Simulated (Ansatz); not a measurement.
**rocksalt-structured SrO**

The computed numbers are results of PBEsol, scalar-relativistic (no spin polarisation) in the plane-wave PAW code Ansatz at 420 eV, 12×12×12 k-mesh. The datasets are Ansatz's generated set soft_2.

```
Sr O
1.0
     0.00000    2.56115    2.56115
     2.56115    0.00000    2.56115
     2.56115    2.56115    0.00000
Sr O
1 1
Direct
  0.50000 0.50000 0.50000
  0.00000 0.00000 0.00000
```

The start was a prototype's sites filled with these elements; the Crystallography Open Database holds the compound in this structure.

Question: What is the high-frequency dielectric tensor ε∞ (density-functional perturbation theory, local fields included)?

Answer: 3.87 (isotropic)

Question: Give the Born effective charges (a third of the trace, site by site).

Answer: Sr 2.46; O -2.46 e.

Question: List the optical modes at the zone centre without the LO–TO term, with degeneracy and infrared intensity.

Answer: 
```csv
ω (cm⁻¹),degeneracy,IR intensity ((D/Å)²/u)
203,3,30.89
```

Question: Where do the optical modes lie for q → 0 along (0.00, 0.00, 1.00), with the long-range field?

Answer: 203 (×2), 458 cm⁻¹.

Question: Sketch the imaginary part of the dielectric function for independent particles (no excitons, no local fields), averaged over directions.

Answer: On a grid of 0.25 eV up to 12 eV it peaks at 9.50 eV with ε2 = 6.0; the gap on the mesh is 3.20 eV, and the smallest direct one, where absorption can begin, 3.26 eV.
```csv
ħω (eV),ε2
0.00,0.00
0.50,0.00
1.00,0.00
1.50,0.00
2.00,0.00
2.50,0.00
3.00,0.00
3.50,0.90
4.00,1.47
4.50,2.00
5.00,2.28
5.50,2.56
6.00,2.95
6.50,2.98
7.00,3.30
7.50,3.98
8.00,3.98
8.50,2.74
9.00,2.98
9.50,5.98
10.00,3.58
10.50,3.63
11.00,2.57
11.50,1.95
12.00,1.35
```

An ε∞ of 3.87 means a refractive index of √ε∞ = 1.97 below the gap, far above the lattice modes.

With one infrared-active mode the Lyddane–Sachs–Teller relation ties the modes to the static constant, ε0 = 19.76, which is built from the same mode and Born charges: ω_LO = ω_TO √(ε0/ε∞) = 202.8 × √(19.76/3.87) = 458 cm⁻¹, and the run has a mode at 458 cm⁻¹.

The mean Born charge of Sr is 2.46 against a formal +2. It exceeds the formal charge because moving the ion changes its mixing with the anions' p states, and electrons flow along the bond.

Semilocal functionals make the gap too small and so ε∞ somewhat too large.
